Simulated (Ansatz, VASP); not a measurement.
**ZnS in VASP and in Ansatz**

```
Zn S
1.0
     3.02650    0.00000    0.00000
     0.00000    3.02650    0.00000
     0.00000    0.00000    3.02650
Zn S
1 1
Cartesian
  0.0000 0.0000 0.0000
  1.5132 1.5132 1.5132
```

Alike in both runs: functional PBE; k mesh 15 × 15 × 15; occupations fermi-dirac, width 0.1 eV; no spin polarisation.

Ansatz relaxed the structure, and its values are those at the end. VASP's run is a single point on that final structure, the one shown.

|  | VASP | Ansatz |
| --- | --- | --- |
| version | VASP 6.6.1 | Ansatz 0.2.0 |
| potentials or method | VASP PAW PBE potentials, release 64 (Zn, S) | PAW with Ansatz's default frozen-core files, scalar-relativistic |
| plane-wave cutoff (eV) | 520 | 420 |
| valence electrons in the cell | 18 | 18 |

```csv
,VASP,Ansatz,Ansatz less VASP
pressure (GPa),18.2,18.0,-0.21
```

With one functional, cell and mesh, what is left measures potentials, basis and numerics.

Caveats: so large a pressure means that the cell lies far from this level's equilibrium, or that cutoff or potentials fall short (VASP).
